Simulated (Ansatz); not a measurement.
The system is CuO.

```xyz
4
Lattice="1.9910 -2.1536 0.0000 1.9910 2.1536 0.0000 0.0000 0.0000 5.1559" Properties=species:S:1:pos:R:3 pbc="T T T"
Cu    0.9955   -1.0768    0.0000
Cu    0.9955    1.0768    2.5780
O     1.9910    0.0000    1.2890
O     1.9910    0.0000    3.8669
```

Measurements of this composition are mostly on another form, of space group No. 15.

Program: Ansatz 0.2.0. Alike in all runs: task projected density of states; potentials or basis Ansatz PAW; no spin polarisation; cell as given; k mesh 5 × 5 × 3; smearing fermi-dirac 0.05 eV; the mesh is coarse, so values aren't converged. Hardware: 2 threads of Arm Neoverse V1, with other jobs on the host.

Task: Order these runs on this cell by their wall time, lowest first.
A. level HSE06; cutoff (eV) 420
B. level r2SCAN; cutoff (eV) 500
C. level LDA; cutoff (eV) 420

Result: C (2.7 s), B (6 s), A (21 s).

Caveats: all runs use coarse meshes; the run has no spin polarisation, though such a crystal can be magnetic; semilocal functionals often make such compounds metallic where correlation or magnetic order opens a gap, which also shifts bond lengths (some runs).

Not every run made on this cell is shown here.
